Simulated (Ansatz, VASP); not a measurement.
## One calculation of KBr, two programs

```
CELL_PARAMETERS angstrom
0.00000 3.02910 3.02910
3.02910 0.00000 3.02910
3.02910 3.02910 0.00000
ATOMIC_POSITIONS crystal
K 0.00000 0.00000 0.00000
Br 0.50000 0.50000 0.50000
```

Change from the starting cell: strain -0.080 along x and y, -0.080 along z, atoms carried along.

Alike in both runs: task single point; functional PBEsol; k mesh 6 × 6 × 6; occupations gaussian, width 0.05 eV; no spin polarisation.

|  | VASP | Ansatz |
| --- | --- | --- |
| version | VASP 6.6.1 | Ansatz 0.2.0 |
| potentials or method | VASP PAW PBE potentials, release 64 (K_sv, Br) | scalar-relativistic, plane waves, PAW |
| plane-wave cutoff (eV) | 520 | 420 |
| valence electrons in the cell | 16 | 16 |

```csv
,VASP,Ansatz,Ansatz less VASP
gap on the k mesh at the Fermi level (eV),5.03,5.04,+0.006
least direct gap on the mesh (eV),5.03,5.04,+0.006
pressure (GPa),6.6,6.5,-0.17
```

Caveats: the PAW data sets were made with another functional, which shifts forces and pressure a little (VASP). A k mesh can miss the band edges.
